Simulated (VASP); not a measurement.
Wanted: the native input for a VASP 6.6.1 run.

```
Task                   : single point
Functional             : LDA
Potentials or basis    : VASP PAW LDA potentials, release 64 (Zn, O)
Cutoff                 : 520 eV
k mesh                 : 9 × 9 × 6
Occupations            : gaussian, width 0.02 eV
Spin                   : no spin polarisation
Dipole correction      : no
Further INCAR settings : ALGO = Fast; EDIFF = 1e-06; NBANDS = 26
```

The structure of ZnO lies in POSCAR:

```
ZnO
1.0
    3.3696485231      0.0000000000      0.0000000000
   -1.6848242615      2.9182012228      0.0000000000
    0.0000000000      0.0000000000      4.4242137997
Zn O
2 2
Direct
    0.3333333333      0.6666666667      0.0000000000
    0.6666666667      0.3333333333      0.5000000000
    0.3333333333      0.6666666667      0.5000000000
    0.6666666667      0.3333333333      1.0000000000
```

Measurements of this composition are mostly on another form, of space group No. 186.

These files were run (other wordings do the same):

INCAR

```
SYSTEM = ZnO
PREC     = Accurate       ! precision mode
ENCUT    = 520            ! plane-wave cutoff, eV
EDIFF    = 1E-6           ! SCF threshold, eV
ISMEAR   = 0              ! smearing method
SIGMA    = 0.02           ! smearing width, eV
LREAL    = .FALSE.        ! projectors in reciprocal space
LASPH    = .TRUE.         ! aspherical terms in the spheres
NELM     = 100            ! most SCF steps
ALGO     = Fast           ! electronic algorithm
ISIF     = 2              ! what is computed and relaxed
LWAVE    = .FALSE.        ! write WAVECAR
LCHARG   = .FALSE.        ! write CHGCAR
GGA      = CA             ! functional
NBANDS   = 26             ! bands
```

KPOINTS

```
regular mesh
0
G
  9 9 6
  0 0 0
```

Potentials or basis: VASP PAW LDA potentials, release 64 (Zn, O).

Run with:

```console
$ cat potpaw_LDA.64/Zn/POTCAR potpaw_LDA.64/O/POTCAR > POTCAR
$ mpirun -np 1 vasp_std > vasp.out
```

It gave:

The pressure is 1.3 GPa. The band gap on the k mesh is 1.07 eV, indirect (least direct gap 1.11 eV).

Caveat: an odd mesh through Γ misses points on the zone boundary, where band edges often lie.

Wall time 33 s on 1 thread of Intel(R) Xeon(R) Platinum 8488C (Sapphire Rapids), on a shared host, peak memory 0.16 GiB.
